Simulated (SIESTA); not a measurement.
Crystal: Zr.

```xyz
2
Lattice="3.2320 0.0000 0.0000 -1.6160 2.7990 0.0000 0.0000 0.0000 5.1470" Properties=species:S:1:pos:R:3 pbc="T T T"
Zr    1.6160    0.9330    3.8603
Zr    0.0000    1.8660    1.2868
```

Base run:

- Program: SIESTA 5.4.2
- Functional: PBE
- Potentials or basis: PseudoDojo 0.4 standard (PBE files)
- Basis: DZP (energy shift 0.002 Ry)
- Grid cutoff: 800 Ry
- Energy shift: 0.002 Ry
- k mesh: 9 × 9 × 5
- Occupations: fermi-dirac, width 0.05 eV
- Spin: no spin polarisation

Its results: band gap on the k mesh none (metal or under the smearing width); pressure 0.8 GPa.

**Question.** The run is repeated on the same cell with these changes: functional from PBE to BLYP. What comes out?

**Answer.** Band gap on the k mesh none (metal or under the smearing width); pressure 4.0 GPa.

BLYP binds less tightly than PBE, so the same cell stands under more pressure.

Caveats: semicore shells carry a single zeta, which can move pressures by several GPa and volumes by a few percent; the basis of atomic orbitals isn't converged, which shifts pressures, moduli and gaps; the potentials were made for another functional, which shifts forces and pressure (some runs).

Not every run made on this cell is shown here.
